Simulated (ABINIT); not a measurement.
Crystal: SiO2.

```xyz
6
Lattice="4.2332 0.0000 0.0000 0.0000 4.2332 0.0000 0.0000 0.0000 2.6935" Properties=species:S:1:pos:R:3 pbc="T T T"
Si    0.0000    0.0000    0.0000
Si    2.1166    2.1166    1.3467
O     3.4155    0.8177    1.3467
O     1.2989    1.2989    0.0000
O     0.8177    3.4155    1.3467
O     2.9343    2.9343    0.0000
```

The cell comes from a database or a generator and needn't be the stable form of this composition.

| Property | Result |
| --- | --- |
| Program | ABINIT 10.8.3 (patched build) |
| Task | relaxation of cell and atoms |
| Functional | PBEsol |
| Potentials or basis | JTH PAW PBE v2.0 |
| Cutoff | 626 eV |
| k mesh | 5 × 5 × 8 |
| Occupations | fermi-dirac, width 0.05 eV |
| Spin | no spin polarisation |

At the start: pressure -8.5 GPa; volume 8.04 Å³/atom.

Task: Where does the relaxation end?

Result: Over 6 steps the energy falls by 6.4 meV/atom and the volume is 7.80 Å³/atom (-3.0 %); space group P4_2/mnm (No. 136, to 0.05 Å).

Step by step:
```tsv
step	energy change (eV)	largest force (eV/Å)	pressure (GPa)	volume (Å³)
1	0.0000	0.0880	-8.54	48.27
2	-0.0364	0.1116	-0.64	47.02
3	-0.0374	0.0993	-0.05	46.90
4	-0.0384	0.0374	0.34	46.78
5	-0.0385	0.0107	0.12	46.80
6	-0.0386	0.0017	0.00	46.81
```

Final structure:
```
CELL_PARAMETERS angstrom
4.18489 0.00000 0.00000
0.00000 4.18489 0.00000
0.00000 0.00000 2.67290
ATOMIC_POSITIONS crystal
Si 0.00000 0.00000 0.00000
Si 0.50000 0.50000 0.50000
O 0.80607 0.19393 0.50000
O 0.30607 0.30607 0.00000
O 0.19393 0.80607 0.50000
O 0.69393 0.69393 0.00000
```

Caveat: the PAW data sets were made with another functional, which shifts forces and pressure a little; the atomic spheres overlap.
